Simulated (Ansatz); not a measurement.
input.yaml (Ansatz)

```yaml
crystal:
  lattice:
    - [0.0, 2.6130399928, 2.6130399928]
    - [2.6130399928, 0.0, 2.6130399928]
    - [2.6130399928, 2.6130399928, 0.0]
  atoms:
    - { symbol: Pd, position: [0.0, 0.0, 0.0], spin: 0.5, spin_axis: [0, 0, 1] }
    - { symbol: Pd, position: [0.5, 0.5, 0.5], spin: -0.5, spin_axis: [0, 0, 1] }
hamiltonian:
  xc: pbe
  pseudopotentials:
    kind: paw_fr
    azcp:
      Pd: "pseudopotentials/Pd.paw.azcp"
basis:
  ecutwfc: 420
  fft_grid_basis: typed
kpoints:
  mp_grid: { grid: [10, 10, 10], shift: [0, 0, 0] }
magnetization:
  noncollinear: true
  spin_orbit: true
scf:
  occupations: { method: fermi_dirac, width: 0.05 }
```

and its output:

```
Engine: ansatz 0.2.0, x86_64-unknown-linux-gnu
Pseudopotentials: kind: paw_fr
Pseudopotential: Pd, paw_fr, valence charge 18, recommended cutoff 420 eV (normal) 
Functional definition: PBE
  parameter kappa = 0.804
  parameter beta = 0.06672455060314922
  exchange = pbe_x(kappa = kappa, mu = beta*pi^2/3)
  correlation = pbe_c(beta = beta)
Crystal: 2 atoms, lattice volume = 35.684 Å³
Basis set: ecut = 420 eV, 725 PW (Γ)
Bands: 44, of which v1, the nominal top of the filled ones, is band 36 counted from 1 (35 counted from 0)
Symmetry: 16 space group operations + 16 with time reversal
Magnetic group: BNS 140.550 (UNI 1210), of the structure as read, at distance tolerance 3.3e-5 Å
k-points: 102 of 1000
Projection manifold: j_resolved (fully-relativistic pseudo-atomic orbitals)
Non-local potential: Pd, projectors of the file, l = 0: 2, l = 1: 4, l = 2: 4, l = 3: 2
PAW form: soft (Blöchl's): semilocal exchange-correlation on the pseudo side does not see the compensation charge
PAW one-centre angular grid: Pd, 590 points (default); XC on 64 Gauss nodes
Initial density: superposition of atomic densities (chi_scale 0.1, normalization cell)
Starting moments: Σ|m| = 1 μB on 2 of 2 sites
Initial wavefunctions: pseudopotential atomic-orbital guess
Functional: x = pbe(κ = 0.804, μ = 0.2195149727645171), c = pbe(β = 0.06672455060314922)
SCF iter   1: F=—  HF=-13950.618327 eV  |F-HF|=—  |Δ(HF+E_count)|=         —  Δρ=1.40e-1  dr2=7.48e0  dr2_m=2.07e-1  ethr=3.10e-3  |M|=5.58e-17 ∫|m|=2.46e-1 μB  |m|>n=0.0e0 m-floor=0.0e0 τ_xc=0.0e0 mc-row=0.0e0  β_m=0.30  ⟨swp⟩=8.3  Hψ=22472  notcnv=0  defer=38
spin=Noncollinear: Kerker preconditioning applied to the charge; magnetization (m_x, m_y, m_z) channels mix plain (no charge-response kernel on spin).
SCF iter   2: F=—  HF=-13949.344076 eV  |F-HF|=—  |Δ(HF+E_count)|=    1.27e0  Δρ=7.71e-2  dr2=2.28e0  dr2_m=1.26e-1  ethr=3.10e-3  |M|=2.54e-17 ∫|m|=1.77e-1 μB  |m|>n=0.0e0 m-floor=0.0e0 τ_xc=1.7e-5 mc-row=0.0e0  β_m=0.30  ⟨swp⟩=2.1  Hψ=7810  notcnv=0  defer=204
SCF iter   3: F=—  HF=-13948.817222 eV  |F-HF|=—  |Δ(HF+E_count)|=   5.27e-1  Δρ=3.08e-2  dr2=1.41e-1  dr2_m=7.76e-2  ethr=3.10e-3  |M|=2.54e-17 ∫|m|=1.23e-1 μB  |m|>n=0.0e0 m-floor=0.0e0 τ_xc=2.0e-5 mc-row=0.0e0  β_m=0.30  ⟨swp⟩=2.1  Hψ=7038  notcnv=0  defer=204
SCF iter   4: F=—  HF=-13948.809850 eV  |F-HF|=—  |Δ(HF+E_count)|=   7.37e-3  Δρ=2.36e-2  dr2=6.86e-3  dr2_m=4.55e-2  ethr=3.92e-4  |M|=1.55e-17 ∫|m|=9.24e-2 μB  |m|>n=0.0e0 m-floor=0.0e0 τ_xc=1.7e-5 mc-row=0.0e0  β_m=0.30  ⟨swp⟩=2.2  Hψ=9280  notcnv=0  defer=215
SCF iter   5: F=—  HF=-13948.816379 eV  |F-HF|=—  |Δ(HF+E_count)|=   6.53e-3  Δρ=1.79e-2  dr2=4.54e-3  dr2_m=2.63e-2  ethr=1.91e-5  |M|=1.06e-17 ∫|m|=7.15e-2 μB  |m|>n=0.0e0 m-floor=0.0e0 τ_xc=1.4e-5 mc-row=0.0e0  β_m=0.30  ⟨swp⟩=1.0  Hψ=4292  notcnv=0  defer=214
SCF iter   6: F=—  HF=-13948.822176 eV  |F-HF|=—  |Δ(HF+E_count)|=   5.80e-3  Δρ=1.37e-2  dr2=1.16e-4  dr2_m=1.54e-2  ethr=1.26e-5  |M|=1.31e-17 ∫|m|=5.46e-2 μB  |m|>n=0.0e0 m-floor=0.0e0 τ_xc=1.1e-5 mc-row=0.0e0  β_m=0.30  ⟨swp⟩=2.3  Hψ=7194  notcnv=0  defer=213
SCF iter   7: F=—  HF=-13948.824224 eV  |F-HF|=—  |Δ(HF+E_count)|=   2.05e-3  Δρ=1.05e-2  dr2=6.65e-5  dr2_m=8.97e-3  ethr=3.21e-7  |M|=1.09e-17 ∫|m|=4.19e-2 μB  |m|>n=0.0e0 m-floor=0.0e0 τ_xc=8.0e-6 mc-row=0.0e0  β_m=0.30  ⟨swp⟩=2.0  Hψ=6333  notcnv=0  defer=213
Mixer restart at iter 7: flushing history
spin-set hold released at iteration 7 (site moments contracting): the magnetisation degrees of freedom join the quasi-Newton model from the next iteration; the mixer history was flushed
SCF iter   8: F=—  HF=-13948.825386 eV  |F-HF|=—  |Δ(HF+E_count)|=   1.16e-3  Δρ=8.00e-3  dr2=4.67e-5  dr2_m=5.23e-3  ethr=1.85e-7  |M|=4.06e-18 ∫|m|=3.22e-2 μB  |m|>n=0.0e0 m-floor=0.0e0 τ_xc=5.8e-6 mc-row=0.0e0  β_m=0.65  ⟨swp⟩=2.0  Hψ=6243  notcnv=0  defer=213
SCF iter   9: F=—  HF=-13948.827059 eV  |F-HF|=—  |Δ(HF+E_count)|=   1.67e-3  Δρ=1.42e-4  dr2=5.27e-6  dr2_m=1.68e-6  ethr=1.30e-7  |M|=1.69e-20 ∫|m|=6.53e-4 μB  |m|>n=0.0e0 m-floor=0.0e0 τ_xc=5.3e-8 mc-row=0.0e0  β_m=0.72  ⟨swp⟩=3.3  Hψ=9625  notcnv=0  defer=213
SCF iter  10: F=—  HF=-13948.827061 eV  |F-HF|=—  |Δ(HF+E_count)|=   2.58e-6  Δρ=5.34e-5  dr2=4.56e-7  dr2_m=2.39e-7  ethr=1.46e-8  |M|=2.67e-20 ∫|m|=2.46e-4 μB  |m|>n=0.0e0 m-floor=0.0e0 τ_xc=1.1e-8 mc-row=0.0e0  β_m=0.85  ⟨swp⟩=2.1  Hψ=6285  notcnv=0  defer=213
SCF iter  11: F=—  HF=-13948.827062 eV  |F-HF|=—  |Δ(HF+E_count)|=   7.44e-7  Δρ=2.15e-5  dr2=1.26e-7  dr2_m=5.46e-9  ethr=2.78e-10  |M|=4.49e-21 ∫|m|=4.69e-5 μB  |m|>n=0.0e0 m-floor=0.0e0 τ_xc=6.3e-10 mc-row=0.0e0  β_m=0.89  ⟨swp⟩=2.8  Hψ=8886  notcnv=0
SCF iter  12: F=—  HF=-13948.827062 eV  |F-HF|=—  |Δ(HF+E_count)|=   9.13e-8  Δρ=7.98e-6  dr2=2.60e-8  dr2_m=9.19e-11  ethr=2.78e-10  |M|=6.97e-23 ∫|m|=6.43e-6 μB  |m|>n=0.0e0 m-floor=0.0e0 τ_xc=6.8e-12 mc-row=0.0e0  β_m=0.95  ⟨swp⟩=2.0  Hψ=8558  notcnv=0
SCF iter  13: F=-13948.827062 eV  HF=-13948.827062 eV  |F-HF|=3.20e-10  |Δ(HF+E_count)|=   1.47e-8  Δρ=1.25e-6  dr2=6.15e-10  dr2_m=2.42e-11  ethr=7.23e-11  |M|=3.29e-22 ∫|m|=2.20e-6 μB  |m|>n=0.0e0 m-floor=0.0e0 τ_xc=4.0e-14 mc-row=0.0e0  ⟨swp⟩=2.0  Hψ=8148  notcnv=0
WARN: the starting moments were not kept: the SCF closed with an absolute magnetisation of 2.1e-6 μB, where they sum to 1 μB in size (2 sites). That is at most 0.1 of that sum. Measured as dr2_m measures the in/out step, that magnetisation stands 1.4e-12 eV from none, at or under the dr2_threshold of 1.0e-7 eV: it is no larger than a step whose dr2_m would equal this threshold. The system may hold no moment; this SCF shows only that its start led to no more than that. To try another start: raise the starting moments (crystal.atoms[].spin, magnetization.per_species, magnetization.initial_magnetization, or on a non-collinear deck that types none of these the spinor_matrix: blocks that start its atoms; where the total moment is fixed, keep their sum and leave initial_magnetization as it is; typed ones take the place of any that the run laid by itself, positive ones on a crystal's lanthanoids without a Hubbard term where scf.initial_density.shell_occupations: [] is typed) or, if the notice of its spin-set hold's release reads "site moments contracting" or "site moments show no strong build", lengthen the hold (scf.mixing.spin_hold: { on: { confirm: 4 } }; for m-r²SCAN on two components see the key's manual first). Each may lead to a state that holds a moment. A second SCF, from the converged charge density, with the starting moments and any scf.initial_density.shell_occupations laid on it anew, would have followed, and was not run: the deck does not ask for one (magnetization.retry_lost_moments is false, the default). To let it run, set magnetization.retry_lost_moments: true and run the deck again, where that key's refused combinations let it; where memory then withholds it, that run's warning says so.
SCF 1 converged in 13 iterations: F = -13948.827062 eV  dr2 = 6.15e-10
SCF converged after 13 iterations
Magnetization: |M| = 0.0000 μB,  M = (+0.0000, -0.0000, -0.0000) μB
Absolute magnetization: 0.0000 μB (∫|m|, with the PAW one-centre terms)
  site 0: m = (-0.0000, +0.0000, -0.0000) μB, |m| = 0.0000 μB  (R = 1.08 Å)
  site 1: m = (+0.0000, -0.0000, +0.0000) μB, |m| = 0.0000 μB  (R = 1.08 Å)
Free energy (F): -13948.827062 eV
Harris-Foulkes:  -13948.827062 eV  (|F-HF|=3.20e-10)
Internal energy: -13948.800786 eV  (E = F + TS)
E sigma→0 (E₀):  -13948.813924 eV
Entropy (-TS):   -0.026276 eV (-13.138 meV/atom)
Fermi energy:    15.489952 eV
--- Per-component energies (eV) ---
  E_band       = -420.590367
  E_kinetic    = 1028.048750
  E_local      = -4207.035913  (includes V_loc(G=0)·N_el)
  E_nonlocal   = 433.218629
  E_hartree    = 1703.374619
  E_xc         = -335.970336
  E_vxc        = -421.276596  (∫ρ·V_xc dr)
  E_paw        = -7504.548429  (= ΣΔE_a)
  E_vpaw       = -660.295468  (= ΣTr[D̂ρ^β])
  E_aug_tail   = 0.000381  (compensation charges beyond the density's cutoff)
  E_ewald      = -5065.888486
  E_smearing   = -0.026276  (= −TS)
  E_closure    = -0.000000  (closes the sum)
  Σ components = -13948.827062   (vs F -13948.827062, Δ=0.00e0)
```

Launched by

```sh
ansatz run input.yaml --threads 1 --pin off --max-ram 3584MiB --backend cpu --events-out ev --progress --plain --runs-dir out
```

On 1 thread of Intel(R) Xeon(R) Platinum 8259CL CPU @ 2.50GHz (Skylake/Cascade Lake) (shared host) this took about 63 s of wall time and 56 s of CPU time.
